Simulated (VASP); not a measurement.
# LiCl (F-43m) in VASP: single point with PBE

Aim: the single point of LiCl with PBE.

Program: VASP 6.6.1. These are calculated values, not measurements. Logs are shortened: lines on timing, memory, paths and dates and some standing lists are left out, and cuts for length are marked.

## 1. The structure

It takes space group F-43m (No. 216, cubic). Conventional cell: a = 5.466 Å, b = 5.466 Å, c = 5.466 Å, α = 90.00°, β = 90.00°, γ = 90.00°. Li (site symmetry -43m) has 4 Cl at 2.37 Å as nearest neighbours. Around Cl (site symmetry -43m) lie 4 Li at 2.37 Å.

The cell was built by a generator and needn't be a form met in nature.

## 2. Single point, PBE

The input, INCAR:

```
ALGO = Normal
EDIFF = 1E-7
ENCUT = 520
GGA = PE
ISIF = 2
ISMEAR = 0
LASPH = T
LCHARG = T
LELF = T
LREAL = F
LVHAR = T
LWAVE = F
NBANDS = 12
NELM = 100
PREC = Accurate
SIGMA = 0.01
```

The input, KPOINTS:

```
k-points
0
Gamma
  6 6 6
```

The input, POSCAR:

```
LiCl
1.0
    0.0000000000      2.7330425439      2.7330425439
    2.7330425439      0.0000000000      2.7330425439
    2.7330425439      2.7330425439      0.0000000000
Li Cl
1 1
Direct
    0.0000000000      0.0000000000      0.0000000000
    0.2500000000      0.2500000000      0.2500000000
```

Potentials or basis: VASP PAW PBE potentials, release 64 (Li_sv, Cl).

Run with:

```console
$ cat potpaw_PBE.64/Li_sv/POTCAR potpaw_PBE.64/Cl/POTCAR > POTCAR
$ mpirun -np 1 vasp_std > vasp.out
```

OUTCAR:

```text
EDIFF = 1E-7
   ENCUT = 520
   GGA = PE
   ISIF = 2
   ISMEAR = 0
   LASPH = T
   LREAL = F
   NELM = 100
   PREC = Accurate

 ion  position               nearest neighbor table
   1  0.000  0.000  0.000-   2 2.37   2 2.37   2 2.37   2 2.37
   2  0.250  0.250  0.250-   1 2.37   1 2.37   1 2.37   1 2.37

  LATTYP: Found a face centered cubic cell.
 ALAT       =     5.4660850878

  Lattice vectors:

 A1 = (   0.0000000000,   2.7330425439,   2.7330425439)
 A2 = (   2.7330425439,   0.0000000000,   2.7330425439)
 A3 = (   2.7330425439,   2.7330425439,   0.0000000000)

Analysis of symmetry for initial positions (statically):
=====================================================================
 Subroutine PRICEL returns:
 Original cell was already a primitive cell.

 Routine SETGRP: Setting up the symmetry group for a
 face centered cubic supercell.

 Subroutine GETGRP returns: Found 24 space group operations
 (whereof 24 operations were pure point group operations)
 out of a pool of 48 trial point group operations.

The static configuration has the point symmetry T_d .

Analysis of symmetry for dynamics (positions and initial velocities):
=====================================================================
 Subroutine PRICEL returns:
 Original cell was already a primitive cell.

 Routine SETGRP: Setting up the symmetry group for a
 face centered cubic supercell.

 Subroutine GETGRP returns: Found 24 space group operations
 (whereof 24 operations were pure point group operations)
 out of a pool of 48 trial point group operations.

The dynamic configuration has the point symmetry T_d .

 Subroutine INISYM returns: Found 24 space group operations
 (whereof 24 operations are pure point group operations),
 and found     1 'primitive' translations

----------------------------------------------------------------------------------------

                                     Primitive cell

  volume of cell :      40.8290

  direct lattice vectors                    reciprocal lattice vectors
     0.000000000  2.733042544  2.733042544    -0.182946292  0.182946292  0.182946292
     2.733042544  0.000000000  2.733042544     0.182946292 -0.182946292  0.182946292
     2.733042544  2.733042544  0.000000000     0.182946292  0.182946292 -0.182946292

  length of vectors
     3.865105832  3.865105832  3.865105832     0.316872273  0.316872273  0.316872273

  position of ions in fractional coordinates (direct lattice)
     0.000000000  0.000000000  0.000000000
     0.250000000  0.250000000  0.250000000

  ion indices of the primitive-cell ions
   primitive index   ion index
                 1           1
                 2           2

----------------------------------------------------------------------------------------

 KPOINTS: k-points

Automatic generation of k-mesh.
 Grid dimensions read from file:
 generate k-points for:    6    6    6

 Generating k-lattice:

  Cartesian coordinates                     Fractional coordinates (reciprocal lattice)
    -0.030491049  0.030491049  0.030491049     0.166666667  0.000000000  0.000000000
     0.030491049 -0.030491049  0.030491049     0.000000000  0.166666667  0.000000000
     0.030491049  0.030491049 -0.030491049     0.000000000  0.000000000  0.166666667

  Length of vectors
     0.052812046  0.052812046  0.052812046

  Shift w.r.t. Gamma in fractional coordinates (k-lattice)
     0.000000000  0.000000000  0.000000000

 Subroutine IBZKPT returns following result:
 ===========================================

 Found     16 irreducible k-points:

 Following reciprocal coordinates:
            Coordinates               Weight
  0.000000  0.000000  0.000000      1.000000
  0.166667  0.000000  0.000000      8.000000
  0.333333  0.000000  0.000000      8.000000
  0.500000  0.000000  0.000000      4.000000
  0.166667  0.166667  0.000000      6.000000
  0.333333  0.166667  0.000000     24.000000
[... 8 lines left out ...]
 -0.333333  0.333333  0.166667     24.000000
 -0.333333  0.500000  0.166667     12.000000
   k-points           NKPTS =     16   k-points in BZ     NKDIM =     16   number of bands    NBANDS=     12
   number of dos      NEDOS =    301   number of ions     NIONS =      2
   total plane-waves  NPLWV =  27000
   dimension x,y,z NGX =    30 NGY =   30 NGZ =   30
   dimension x,y,z NGXF=    60 NGYF=   60 NGZF=   60
   ions per type =               1   1
   NGX,Y,Z   is equivalent  to a cutoff of  12.90, 12.90, 12.90 a.u.
   NGXF,Y,Z  is equivalent  to a cutoff of  25.81, 25.81, 25.81 a.u.
 SYSTEM =  unknown system
   PREC   = accura    normal or accurate (medium, high low for compatibility)
   ISTART =      0    job   : 0-new  1-cont  2-samecut
   ICHARG =      2    charge: 1-file 2-atom 10-const
   ISPIN  =      1    spin polarized calculation?
   LNONCOLLINEAR =      F non collinear calculations
   LSORBIT =      F    spin-orbit coupling
   LASPH  =      T    aspherical Exc in radial PAW
   ENCUT  =  520.0 eV  38.22 Ry    6.18 a.u.   7.19  7.19  7.19*2*pi/ulx,y,z
   NELM   =    100;   NELMIN=  2; NELMDL= -5     # of ELM steps
   EDIFF  = 0.1E-06   stopping-criterion for ELM
   LREAL  =      F    real-space projection
   EDIFFG = 0.1E-05   stopping-criterion for IOM
   NSW    =      0    number of steps for IOM
   IBRION =     -1    ionic relax: 0-MD 1-quasi-New 2-CG
   NFREE  =      0    steps in history (QN), initial steepest desc. (CG)
   ISIF   =      2    stress and relaxation
   ISYM   =      2    0-nonsym 1-usesym 2-fastsym
   POTIM  = 0.5000    time-step for ionic-motion
   TEBEG  =    0.0;   TEEND  =   0.0 temperature during run
   PSTRESS=    0.0 pullay stress
   NELECT =      10.0000    total number of electrons
   NUPDOWN=      -1.0000    fix difference up-down
   EMIN   =  10.00;   EMAX   =-10.00  energy-range for DOS
   EFERMI =   0.00;   METHOD = LEGACY
   ISMEAR =     0;   SIGMA  =   0.01  broadening in eV -4-tet -1-fermi 0-gaus
   EFERMI_NEDOS =   21; number of points for ismear=-14 and -15
   IALGO  =     38    algorithm
   IMIX   =      4    mixing-type and parameters
     AMIX     =   0.40;   BMIX     =  1.00
     AMIX_MAG =   1.60;   BMIX_MAG =  1.00
  volume/ion in A,a.u.               =      20.41       137.76
  Fermi-wavevector in a.u.,A,eV,Ry     =   1.024279  1.935607 14.274529  1.049148
  Thomas-Fermi vector in A             =   2.158058
   LORBIT       =      0    0 simple, 1 ext, 2 COOP (PROOUT), +10 PAW based schemes
   GGA     = PE    functional components
   LHFCALC =     F    Hartree Fock is set to
   AEXX    =    0.0000 exact exchange contribution
   IVDW    =     0    specifies the selected vdW correction
   LEPSILON=     F    determine dielectric tensor
   LRPA    =     F    only Hartree local field effects (RPA)
 non-spin polarized calculation
 Gauss-broadening in eV      SIGMA  =   0.01
  energy-cutoff  :      520.00
  volume of cell :       40.83
 maximum number of plane-waves:      1113
 NGX is ok and might be reduce to    30
   NGX = 15   NGY = 15   NGZ = 15

 number of electron      10.0000001 magnetization

 Free energy of the ion-electron system (eV)
  ---------------------------------------------------
  ext. energy  EPLUGINS =         0.00000000
  ---------------------------------------------------
  free energy    TOTEN  =        -7.42513907 eV

  energy without entropy =       -7.42513907  energy(sigma->0) =       -7.42513907

 E-fermi :  -1.0458     XC(G=0):  -7.7281

 val. band max:       -1.1402792853   @ k =   0.0000   0.0000   0.0000
 cond. band min:       4.9150253463   @ k =   0.0000   0.0000   0.0000
 fundamental gap:      6.0553046316
 Fermi energy:        -1.0458411683

 k-point     1 :       0.0000    0.0000    0.0000
  band No.  band energies     occupation
      1     -43.9806      2.00000
      2     -13.8746      2.00000
      3      -1.1403      2.00000
      4      -1.1403      2.00000
      5      -1.1403      2.00000
      6       4.9150      0.00000
      7       9.0389      0.00000
      8       9.0389      0.00000
      9       9.0389      0.00000
     10      13.3971      0.00000
     11      13.3971      0.00000
     12      16.5816      0.00000

 k-point     2 :       0.1667    0.0000    0.0000
  band No.  band energies     occupation
      1     -43.9803      2.00000
      2     -13.8045      2.00000
      3      -1.7520      2.00000
      4      -1.2182      2.00000
      5      -1.2182      2.00000
      6       5.5902      0.00000
      7       9.2106      0.00000
      8       9.3091      0.00000
      9       9.3091      0.00000
     10      12.7140      0.00000
     11      12.7140      0.00000
     12      15.3146      0.00000

 k-point     3 :       0.3333    0.0000    0.0000
  band No.  band energies     occupation
      1     -43.9795      2.00000
      2     -13.6567      2.00000
      3      -2.7434      2.00000
      4      -1.3638      2.00000
      5      -1.3638      2.00000
      6       6.7374      0.00000
      7       9.3731      0.00000
      8       9.3731      0.00000
      9       9.4696      0.00000
     10      13.2789      0.00000
     11      13.2789      0.00000
     12      15.0393      0.00000

 k-point     4 :       0.5000    0.0000    0.0000
  band No.  band energies     occupation
      1     -43.9792      2.00000
      2     -13.5786      2.00000
      3      -3.1717      2.00000
      4      -1.4323      2.00000
      5      -1.4323      2.00000
      6       7.2453      0.00000
      7       9.2083      0.00000
      8       9.2083      0.00000
      9       9.6151      0.00000
     10      15.0243      0.00000
     11      15.0243      0.00000
     12      15.3025      0.00000

 k-point     5 :       0.1667    0.1667    0.0000
  band No.  band energies     occupation
      1     -43.9802      2.00000
      2     -13.7815      2.00000
      3      -1.6845      2.00000
      4      -1.3729      2.00000
      5      -1.3729      2.00000
      6       5.7154      0.00000
      7       9.0260      0.00000
      8       9.6736      0.00000
      9       9.6736      0.00000
     10      11.1477      0.00000
     11      13.8251      0.00000
     12      17.2061      0.00000
[... 108 lines left out ...]
      1     -43.9787      2.00000
      2     -13.4870      2.00000
      3      -2.7862      2.00000
      4      -1.9820      2.00000
      5      -1.9820      2.00000
      6       5.5017      0.00000
      7       8.5217      0.00000
      8      12.3670      0.00000
      9      12.8061      0.00000
     10      12.8061      0.00000
     11      15.7926      0.00000
     12      15.9731      0.00000

 k-point    14 :       0.5000    0.3333    0.1667
  band No.  band energies     occupation
      1     -43.9791      2.00000
      2     -13.5594      2.00000
      3      -2.6643      2.00000
      4      -2.0047      2.00000
      5      -1.6630      2.00000
      6       6.9625      0.00000
      7       8.7559      0.00000
      8       9.8189      0.00000
      9      11.0228      0.00000
     10      12.0591      0.00000
     11      15.0687      0.00000
     12      15.8338      0.00000

 k-point    15 :      -0.3333    0.3333    0.1667
  band No.  band energies     occupation
      1     -43.9788      2.00000
      2     -13.5075      2.00000
      3      -2.7661      2.00000
      4      -2.1666      2.00000
      5      -1.8142      2.00000
      6       7.3210      0.00000
      7       8.5963      0.00000
      8      10.5151      0.00000
      9      10.8990      0.00000
     10      12.1926      0.00000
     11      14.7970      0.00000
     12      15.6504      0.00000

 k-point    16 :      -0.3333    0.5000    0.1667
  band No.  band energies     occupation
      1     -43.9787      2.00000
      2     -13.4841      2.00000
      3      -2.6406      2.00000
      4      -2.1711      2.00000
      5      -2.0919      2.00000
      6       6.4836      0.00000
      7       9.2148      0.00000
      8      10.5160      0.00000
      9      11.3092      0.00000
     10      12.9662      0.00000
     11      15.2512      0.00000
     12      16.0014      0.00000

------------------------ aborting loop because EDIFF is reached ----------------------------------------

  FORCE on cell =-STRESS in cart. coord.  units (eV):
  Direction    XX          YY          ZZ          XY          YZ          ZX
  --------------------------------------------------------------------------------------
  -------------------------------------------------------------------------------------
  Total        0.1563687      0.1563687      0.1563687      0.0000000      0.0000000      0.0000000
  in kB        6.1360824      6.1360824      6.1360824      0.0000000      0.0000000      0.0000000
  external PRESSURE =       6.1360824 kB  Pullay stress =       0.0000000 kB

 VOLUME and BASIS-vectors are now :
 -----------------------------------------------------------------------------
  energy-cutoff  :      520.00
  volume of cell :       40.83
      direct lattice vectors                 reciprocal lattice vectors
     0.000000000  2.733042544  2.733042544    -0.182946292  0.182946292  0.182946292
     2.733042544  0.000000000  2.733042544     0.182946292 -0.182946292  0.182946292
     2.733042544  2.733042544  0.000000000     0.182946292  0.182946292 -0.182946292

 POSITION                                       TOTAL-FORCE (eV/Angst)
 -----------------------------------------------------------------------------------
      0.00000      0.00000      0.00000        -0.000000     -0.000000     -0.000000
      1.36652      1.36652      1.36652         0.000000      0.000000      0.000000
 -----------------------------------------------------------------------------------
    total drift:                                0.000000      0.000000      0.000000

  FREE ENERGIE OF THE ION-ELECTRON SYSTEM (eV)
  ---------------------------------------------------
  free  energy   TOTEN  =        -7.4251390706 eV

  energy  without entropy=       -7.4251390706  energy(sigma->0) =       -7.42513907
```

Wall time 16 s (1 thread of AMD EPYC 7R43 (Zen 3), shared host); peak memory 0.12 GiB.

What came out:

* Free energy: -7.4251 eV
* Band gap on the k mesh: 6.06 eV, direct

Caveat: the cutoff is under 1.25 times the usual one of these potentials, so pressure, stress and relaxed cells hold a basis-set (Pulay) error.
